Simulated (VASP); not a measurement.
# Mo (Im-3m) in VASP: notebook

The runs below take Mo through relaxation of cell and atoms, with RPBE, revPBE, BLYP, AM05, PW91.

Program: VASP 6.6.1. These are calculated values, not measurements. Logs are shortened: lines on timing, memory, paths and dates and some standing lists are left out, and cuts for length are marked.

## 1. The structure

It takes space group Im-3m (No. 229, cubic). The conventional cell has a = 3.168 Å, b = 3.168 Å, c = 3.168 Å, α = 90.00°, β = 90.00°, γ = 90.00°. Around Mo (site symmetry m-3m) lie 8 Mo at 2.74 Å.

## 2. Relaxation of cell and atoms, RPBE

The input, INCAR:

```
PREC = Accurate
ENCUT = 600
EDIFF = 1E-7
ISMEAR = -1
SIGMA = 0.05
LREAL = False
LASPH = True
NELM = 80
ALGO = Fast
ISIF = 3
LWAVE = False
LCHARG = False
GGA = RP
IBRION = 2
NSW = 40
EDIFFG = -0.01
```

The input, KPOINTS:

```
regular mesh
0
Gamma
  12 12 12
```

The input, POSCAR:

```
Mo
1.0
   -1.5838089719      1.5838089719      1.5838089719
    1.5838089719     -1.5838089719      1.5838089719
    1.5838089719      1.5838089719     -1.5838089719
Mo
1
Direct
    0.0000000000      0.0000000000      0.0000000000
```

Potentials or basis: VASP PAW PBE potentials, release 64 (Mo_sv).

The run is started by

```bash
cat potpaw_PBE.64/Mo_sv/POTCAR > POTCAR
mpirun -np 1 vasp_std > vasp.out
```

OUTCAR:

```text
PREC = Accurate
   ENCUT = 600
   EDIFF = 1E-7
   ISMEAR = -1
   LREAL = False
   LASPH = True
   NELM = 80
   ISIF = 3
   GGA = RP
   IBRION = 2
   NSW = 40
   EDIFFG = -0.01

 ion  position               nearest neighbor table
   1  0.000  0.000  0.000-

  LATTYP: Found a body centered cubic cell.
 ALAT       =     3.1676179438

  Lattice vectors:

 A1 = (  -1.5838089719,   1.5838089719,   1.5838089719)
 A2 = (   1.5838089719,  -1.5838089719,   1.5838089719)
 A3 = (   1.5838089719,   1.5838089719,  -1.5838089719)

Analysis of symmetry for initial positions (statically):
=====================================================================
 Subroutine PRICEL returns:
 Original cell was already a primitive cell.

 Routine SETGRP: Setting up the symmetry group for a
 body centered cubic supercell.

 Subroutine GETGRP returns: Found 48 space group operations
 (whereof 48 operations were pure point group operations)
 out of a pool of 48 trial point group operations.

The static configuration has the point symmetry O_h .

Analysis of symmetry for dynamics (positions and initial velocities):
=====================================================================
 Subroutine PRICEL returns:
 Original cell was already a primitive cell.

 Routine SETGRP: Setting up the symmetry group for a
 body centered cubic supercell.

 Subroutine GETGRP returns: Found 48 space group operations
 (whereof 48 operations were pure point group operations)
 out of a pool of 48 trial point group operations.

The dynamic configuration has the point symmetry O_h .

 Subroutine INISYM returns: Found 48 space group operations
 (whereof 48 operations are pure point group operations),
 and found     1 'primitive' translations

----------------------------------------------------------------------------------------

                                     Primitive cell

  volume of cell :      15.8916

  direct lattice vectors                    reciprocal lattice vectors
    -1.583808972  1.583808972  1.583808972     0.000000000  0.315694638  0.315694638
     1.583808972 -1.583808972  1.583808972     0.315694638  0.000000000  0.315694638
     1.583808972  1.583808972 -1.583808972     0.315694638  0.315694638  0.000000000

  length of vectors
     2.743237609  2.743237609  2.743237609     0.446459639  0.446459639  0.446459639

  position of ions in fractional coordinates (direct lattice)
[... 98 lines left out ...]
  volume/ion in A,a.u.               =      15.89       107.24
  Fermi-wavevector in a.u.,A,eV,Ry     =   1.569380  2.965698 33.510508  2.462953
  Thomas-Fermi vector in A             =   2.671271
   LORBIT       =      0    0 simple, 1 ext, 2 COOP (PROOUT), +10 PAW based schemes
   GGA     = RP    functional components
   LHFCALC =     F    Hartree Fock is set to
   AEXX    =    0.0000 exact exchange contribution
   IVDW    =     0    specifies the selected vdW correction
   LEPSILON=     F    determine dielectric tensor
   LRPA    =     F    only Hartree local field effects (RPA)
 conjugate gradient relaxation of ions
 non-spin polarized calculation
 RMM-DIIS sequential band-by-band and
  energy-cutoff  :      600.00
  volume of cell :       15.89
 maximum number of plane-waves:       555
 NGX is ok and might be reduce to    24
   NGX = 11   NGY = 11   NGZ = 11

--------------------------------------- Ionic step        1  -------------------------------------------

 number of electron      14.0000002 magnetization

 Free energy of the ion-electron system (eV)
  ---------------------------------------------------
  ext. energy  EPLUGINS =         0.00000000
  ---------------------------------------------------
  free energy    TOTEN  =       -10.37657418 eV

  energy without entropy =      -10.37398745  energy(sigma->0) =      -10.37528081

------------------------ aborting loop because EDIFF is reached ----------------------------------------

  FORCE on cell =-STRESS in cart. coord.  units (eV):
  Direction    XX          YY          ZZ          XY          YZ          ZX
  --------------------------------------------------------------------------------------
  -------------------------------------------------------------------------------------
  Total        0.1947750      0.1947750      0.1947750      0.0000000     -0.0000000      0.0000000
  in kB       19.6370082     19.6370082     19.6370082      0.0000000     -0.0000000      0.0000000
  external PRESSURE =      19.6370082 kB  Pullay stress =       0.0000000 kB
[... 57 lines left out ...]
--------------------------------------- Ionic step        3  -------------------------------------------

 number of electron      14.0000002 magnetization

 Free energy of the ion-electron system (eV)
  ---------------------------------------------------
  ext. energy  EPLUGINS =         0.00000000
  ---------------------------------------------------
  free energy    TOTEN  =       -10.37730511 eV

  energy without entropy =      -10.37468055  energy(sigma->0) =      -10.37599283

 E-fermi :  12.2374     XC(G=0): -13.1864

 val. band max:       12.2201513585   @ k =   0.5000   0.5000   0.0833
 cond. band min:      12.2817684808   @ k =  -0.3333   0.3333   0.2500
 fundamental gap:      0.0616171223
 Fermi energy:        12.2374359316

 k-point     1 :       0.0000    0.0000    0.0000
  band No.  band energies     occupation
      1     -49.0145      2.00000
      2     -22.3360      2.00000
      3     -22.3360      2.00000
      4     -22.3360      2.00000
      5       5.1422      2.00000
      6      10.9617      2.00000
      7      10.9617      2.00000
      8      10.9617      2.00000
      9      13.9044      0.00000
     10      13.9044      0.00000
     11      27.0648      0.00000
[... 309 lines left out ...]
 k-point    24 :       0.4167    0.0833    0.0833
  band No.  band energies     occupation
      1     -48.7701      2.00000
      2     -23.5444      2.00000
      3     -22.8107      2.00000
      4     -22.4320      2.00000
      5       7.6644      2.00000
      6       8.9816      2.00000
      7      12.5484      0.00398
      8      14.0763      0.00000
      9      14.5568      0.00000
     10      18.4337      0.00000
     11      23.0330      0.00000

 [... further k-points ...]

------------------------ aborting loop because EDIFF is reached ----------------------------------------

  FORCE on cell =-STRESS in cart. coord.  units (eV):
  Direction    XX          YY          ZZ          XY          YZ          ZX
  --------------------------------------------------------------------------------------
  -------------------------------------------------------------------------------------
  Total       -0.0004929     -0.0004929     -0.0004929      0.0000000      0.0000000      0.0000000
  in kB       -0.0493116     -0.0493116     -0.0493116      0.0000000      0.0000000      0.0000000
  external PRESSURE =      -0.0493116 kB  Pullay stress =       0.0000000 kB
[... 16 lines left out ...]
  FREE ENERGIE OF THE ION-ELECTRON SYSTEM (eV)
  ---------------------------------------------------
  free  energy   TOTEN  =       -10.3773051137 eV

  energy  without entropy=      -10.3746805501  energy(sigma->0) =      -10.37599283

 reached required accuracy - stopping structural energy minimisation
```

OSZICAR:

```text
N       E                     dE             d eps       ncg     rms          rms(c)
DAV:   1     0.101307125222E+03    0.10131E+03   -0.89514E+03  1592   0.145E+03
DAV:   2    -0.938329271983E+01   -0.11069E+03   -0.10703E+03  1728   0.364E+02
DAV:   3    -0.109892829265E+02   -0.16060E+01   -0.15924E+01  1821   0.430E+01
DAV:   4    -0.109935464758E+02   -0.42635E-02   -0.42628E-02  1755   0.266E+00
[... 30 lines left out ...]
RMM:   7    -0.103773075610E+02   -0.29035E-05   -0.32660E-05  1603   0.678E-02    0.463E-02
RMM:   8    -0.103773066495E+02    0.91146E-06   -0.88071E-06  1587   0.434E-02    0.100E-02
RMM:   9    -0.103773053050E+02    0.13445E-05   -0.27658E-06  1579   0.218E-02    0.476E-03
RMM:  10    -0.103773051257E+02    0.17932E-06   -0.21912E-07  1047   0.659E-03    0.350E-03
RMM:  11    -0.103773051137E+02    0.11999E-07   -0.43729E-07  1436   0.811E-03
   3 F= -.10377305E+02 E0= -.10375993E+02  d E =-.730933E-03
```

Run time: 38 s. Hardware: 1 thread of AMD EPYC 7R13 (Zen 3), shared host; peak memory 0.12 GiB.

What came out:

```yaml
Free_energy: -10.3773 eV
Relaxed_volume: 16.02 Å³/atom
Relaxed_cell: a = 2.750 Å, b = 2.750 Å, c = 2.750 Å, α = 109.47°, β = 109.47°, γ = 109.47°
Space_group_after_relaxing_to_0.05_Å: Im-3m (No. 229)
Energy_gained_by_relaxing: 0.7 meV/atom
Ionic_steps: 3
Pressure_after_relaxing: 0.0 GPa
Band_gap_on_the_k_mesh: none (metal or under the smearing width)
```

The path:
```csv
step,energy change (eV),largest force (eV/Å),pressure (GPa),volume (Å³)
1,0.0000,0.0000,1.96,15.89
2,0.0044,0.0000,-4.98,16.34
3,-0.0007,0.0000,0.00,16.02
```

Final structure:
```cif
data_structure
_symmetry_space_group_name_H-M 'P 1'
_symmetry_Int_Tables_number 1
_cell_length_a 2.7503
_cell_length_b 2.7503
_cell_length_c 2.7503
_cell_angle_alpha 109.471
_cell_angle_beta 109.471
_cell_angle_gamma 109.471
_cell_volume 16.02
loop_
_atom_site_label
_atom_site_type_symbol
_atom_site_fract_x
_atom_site_fract_y
_atom_site_fract_z
_atom_site_occupancy
Mo1 Mo 0.00000 0.00000 0.00000 1
```

Caveat: the PAW data sets were made with another functional, which shifts forces and pressure a little.

[end of part 1 of 2]
